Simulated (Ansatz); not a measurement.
Wanted: the native input for an Ansatz 0.2.0 run.

- Task: optical spectrum
- Functional: BLYP
- Potentials or basis: Ansatz PAW
- Cutoff: 420 eV (not typed: the program's choice for these potentials)
- k mesh: 9 × 7 × 5
- Occupations: fermi-dirac, width 0.05 eV
- Spin: collinear spin, program default start
- Broadening: 0.2 eV

The system is MnO2.

```
Mn O
1.0
     2.90416    0.00000    0.00000
     0.00000    3.84481    0.00000
     0.00000    0.00000    6.16426
Mn O
2 4
Direct
  0.50000 0.50000 0.34330
  0.00000 0.00000 0.65670
  0.50000 0.00000 0.83757
  0.00000 0.50000 0.16243
  0.50000 0.00000 0.42180
  0.00000 0.50000 0.57820
```

Measurements of this composition are mostly on another form, of space group No. 136.

These files were run (other wordings do the same):

input.yaml

```yaml
crystal:
  lattice:
    - [2.904158, 0.0, 0.0]
    - [0.0, 3.84481, 0.0]
    - [0.0, 0.0, 6.164264]
  atoms:
    - { symbol: Mn, position: [0.5, 0.5, 0.3433015] }
    - { symbol: Mn, position: [0.0, 0.0, 0.6566985] }
    - { symbol: O, position: [0.5, 0.0, 0.8375675] }
    - { symbol: O, position: [0.0, 0.5, 0.1624325] }
    - { symbol: O, position: [0.5, 0.0, 0.4217995] }
    - { symbol: O, position: [0.0, 0.5, 0.5782005] }
hamiltonian:
  xc: blyp
  pseudopotentials: { kind: paw }
magnetization:
  spin_polarized: true
kpoints:
  mp_grid: { grid: [9, 7, 5] }
scf:
  occupations: { method: fermi_dirac, width: 0.05 }
  n_extra_bands: 24
output:
  eigenvalues: true
  optics: { e_range: [0, 14], sigma: 0.2, nscf_kmesh: { grid: [12, 10, 7] } }
  write_density: true
  write_potential: true
  elf: true
  volumetric_format: npy
```

Potentials or basis: Ansatz PAW.

Launch:

```console
$ ansatz run input.yaml --threads 2 --pin off --max-ram 5632MiB --backend cpu --events-out ev --progress --plain --runs-dir out
```

It gave:

```yaml
Band_gap_on_the_k_mesh: none (metal or under the smearing width)
Net_moment: 6.00 μB per cell
Absolute_moment: 6.18 μB per cell
Site_moments: Mn +2.37; O +0.16, +0.02 μB
```

Caveat: spectra need much finer meshes, so this one isn't converged; independent-particle spectra lack excitons; the intraband (Drude) part of a metal's response may be missing; semilocal functionals often make such compounds metallic where correlation or magnetic order opens a gap, which also shifts bond lengths.

Wall time 6.1 min on 2 threads of Arm Neoverse V1 (shared host), peak memory 4 GiB.
